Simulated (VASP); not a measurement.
# Shielding tensors and field gradients of BP

Wanted: the shieldings and field gradients at the nuclei of BP. The cell is of the zinc-blende type, one of the forms listed for this formula, which need not be the common one. The start is a cell from a database of measured crystal structures.

Program: VASP 6.6.1. Level of theory: LDA; plane waves and PAW (P, B), in the first sound run; inputs show where later runs differ. Results are calculated unless marked as measured.

Report form: the programs' logs are mostly left out.

## Step 1: Set-up

It takes space group F-43m (No. 216, cubic). Conventional cell: a = 4.538 Å, b = 4.538 Å, c = 4.538 Å, α = 90.00°, β = 90.00°, γ = 90.00°. Nearest to P lie 4 B at 1.97 Å. Nearest to B lie 4 P at 1.97 Å. Farther neighbours are not listed.

Structure file:

```cif
data_structure
_symmetry_space_group_name_H-M 'P 1'
_symmetry_Int_Tables_number 1
_cell_length_a 3.2089
_cell_length_b 3.2089
_cell_length_c 3.2089
_cell_angle_alpha 60.000
_cell_angle_beta 60.000
_cell_angle_gamma 60.000
_cell_volume 23.36
loop_
_atom_site_label
_atom_site_type_symbol
_atom_site_fract_x
_atom_site_fract_y
_atom_site_fract_z
_atom_site_occupancy
P1 P 0.75000 0.75000 0.75000 1
B2 B 0.00000 0.00000 0.00000 1
```

## Step 2: Ground state

The next steps need an insulator, so the gap is checked first.

Input file INCAR:

```
SYSTEM = BP
PREC = Accurate
ENCUT = 420
EDIFF = 1E-07
NELM = 100
ISMEAR = 0
SIGMA = 0.01
LREAL = .FALSE.
ALGO = Normal
GGA = CA
NBANDS = 10
LORBIT = 11
LWAVE = .FALSE.
LCHARG = .FALSE.
KPAR = 2
```

Input file POSCAR:

```
BP
1.0
    0.0000000000      2.2690000000      2.2690000000
    2.2690000000      0.0000000000      2.2690000000
    2.2690000000      2.2690000000      0.0000000000
P B
1 1
Direct
    0.7500000000      0.7500000000      0.7500000000
    0.0000000000      0.0000000000      0.0000000000
```

Input file KPOINTS:

```
Automatic mesh
0
Gamma
8 8 8
0 0 0
```

Potentials, in the order of the species: P and B (PBE family, release 64).

Launch:

```
> mpirun -np 2 vasp_std
```

The job ended after 3.8 s (2 MPI ranks of AMD EPYC 7R43, shared host; peak memory 0.17 GiB; 6.7 s of CPU time).

The gap is read on the k-mesh alone, so it is an upper bound where the band edges lie off the mesh. The PAW data sets were made with PBE, though LDA sets exist; this is a small mismatch.

This step gave:

```
free energy (TOTEN)            : -14.26 eV
Fermi energy                   : 7.342 eV
pressure                       : -4.306 GPa
gap on the k-mesh              : 1.225 eV
least direct gap on the k-mesh : 3.381 eV
```

The cell has a gap of 1.23 eV on this mesh and a pressure of -4.3 GPa, which holds the misfit of the given cell and coordinates with this functional, and any error of cutoff, mesh and data sets.

## Step 3: Shielding tensors

This step: chemical shifts by linear response (GIPAW), LDA; plane waves and PAW (P, B) (VASP 6.6.1).

LCHIMAG computes the induced currents by linear response. It needs tightly converged orbitals and a cutoff well above the default; LEFG adds the field gradients at no cost.

Input file INCAR:

```
SYSTEM = BP
PREC = Accurate
ENCUT = 450
EDIFF = 1E-09
NELM = 100
ISMEAR = 0
SIGMA = 0.01
LREAL = .FALSE.
ALGO = Normal
GGA = CA
NBANDS = 10
LWAVE = .FALSE.
LCHARG = .FALSE.
KPAR = 2
LCHIMAG = .TRUE.
LEFG = .TRUE.
DQ = 0.001
ICHIBARE = 1
LNMR_SYM_RED = .TRUE.
```

POSCAR is that of step 2.

KPOINTS is that of step 2.

Launch:

```
> mpirun -np 2 vasp_std
```

Run time: 1.8 min. Hardware: 2 MPI ranks; peak memory 0.23 GiB.

This step gave:

* Fermi energy: 7.341 eV
* pressure: -4.302 GPa

Valence and core; the G = 0 term is that of a spherical sample. NMR shielding, by row:

```csv
atom,isotropic shielding (ppm),span (ppm),skew,isotropic shielding without the G = 0 term (ppm)
P1,464,0,-,436.5
B2,147.8,0,-,120.3
```

Ordered as |Vzz| ≥ |Vxx| ≥ |Vyy|, the program's way. Electric field gradients, by row:

```csv
atom,Vxx (V/Å²),Vyy (V/Å²),Vzz (V/Å²),asymmetry
P1,0,0,0,-
B2,0,0,0,-
```

## Step 4: Cell stretched

A changed volume shows how shieldings follow the bond lengths.

INCAR is that of step 3.

Input file POSCAR:

```
BP
1.0
    0.0000000000      2.2988586873      2.2988586873
    2.2988586873      0.0000000000      2.2988586873
    2.2988586873      2.2988586873      0.0000000000
P B
1 1
Direct
    0.7500000000      0.7500000000      0.7500000000
    0.0000000000      0.0000000000      0.0000000000
```

KPOINTS is that of step 3.

Launch:

```
> mpirun -np 2 vasp_std
```

Elapsed: 1.9 min, on 2 MPI ranks; peak memory 0.24 GiB; 3.7 min of CPU time.

This step gave:

| Item | Value |
| --- | --- |
| free energy (TOTEN) | -14.21 eV |
| Fermi energy | 6.929 eV |
| pressure | -10.04 GPa |
| gap on the k-mesh | 1.265 eV |
| least direct gap on the k-mesh | 3.325 eV |

Valence and core; the G = 0 term is that of a spherical sample. NMR shielding, by row:

```csv
atom,isotropic shielding (ppm),span (ppm),skew,isotropic shielding without the G = 0 term (ppm)
P1,448.4,0,-,421.2
B2,141.1,0,-,113.9
```

Ordered as |Vzz| ≥ |Vxx| ≥ |Vyy|, the program's way. Electric field gradients, by row:

```csv
atom,Vxx (V/Å²),Vyy (V/Å²),Vzz (V/Å²),asymmetry
P1,0,0,0,-
B2,0,0,0,-
```

Against the first shielding run the largest change is -15.6 ppm, on P1.

## Step 5: Coarser mesh

A coarser mesh shows what can be saved.

INCAR is that of step 4.

Input file POSCAR:

```
BP
1.0
    0.0000000000      2.2690000000      2.2690000000
    2.2690000000      0.0000000000      2.2690000000
    2.2690000000      2.2690000000      0.0000000000
P B
1 1
Direct
    0.7500000000      0.7500000000      0.7500000000
    0.0000000000      0.0000000000      0.0000000000
```

Input file KPOINTS:

```
Automatic mesh
0
Gamma
3 3 3
0 0 0
```

Launch:

```
> mpirun -np 2 vasp_std
```

It took 18 s on 2 MPI ranks; peak memory 0.17 GiB; 34 s of CPU time.

The run converged; its settings lie outside those of the reference runs, so its numbers serve the comparison alone.

Against the sound run on this cell (sound settings) the energy at zero smearing moves by +313.6 meV an atom and the pressure by +3.43 GPa.

Settings moved from the usual: the k mesh, now 3×3×3

## Step 6: Summary

This step: chemical shifts by linear response (GIPAW), LDA; plane waves and PAW (VASP 6.6.1).

Derived from the runs above.

Isotropic shieldings. Cost is wall time times ranks on a shared host. Shieldings by setting:

```csv
run,ENCUT (eV),k mesh,"P1, Wyckoff letter c (ppm)","B2, Wyckoff letter a (ppm)",cost (core minutes)
first shielding run,450,8x8x8,464,147.8,3.63
coarser mesh,450,3x3x3,760,335.5,0.59
```

## Step 7: Results

```
P, isotropic shielding : 464 ppm
B, isotropic shielding : 147.8 ppm
```

What this shows: At LDA, in the first shielding run, the isotropic shieldings are P 464 ppm; B 147.8 ppm. In the first shielding run all tensors are isotropic to 0.5 ppm, as the cubic site symmetry asks. In the undistorted cell the field gradients vanish by symmetry; what its table shows is numerical noise. Against the first shielding run, the one with coarser mesh moves the shieldings by at most 296 ppm. Shifts were not obtained, since a shift is the shielding of a reference compound, computed alike, less these values. The G = 0 term is the part set by the sample's shape, taken here for a sphere. No finer mesh was run, so convergence in it isn't shown. VASP's guide advises NLSPLINE for shieldings, which this input doesn't set; the effect wasn't tested. Where the functional isn't the one that the data sets were made with, the shieldings hold that mismatch too. The cell is of the zinc-blende type, one of the forms listed for this formula, which need not be the common one. The given cell is kept, although it stands at -4.3 GPa at LDA and ENCUT = 450 eV, which holds the mismatch of the given cell with this functional, any error of the entry itself and any basis-set error.

[Lines on the potential files, build, host, timing and source positions are cut from VASP's logs without a mark.]

[Logs are printed without paths, hosts, clocks, repeated set-up lines and the standing remarks that a program may print on its own settings, such as how far it seeks lower states.]

[Hosts, paths, dates, database ids (printed as entryN), source tags and the programs' standing remarks are cut or masked in the printed files.]
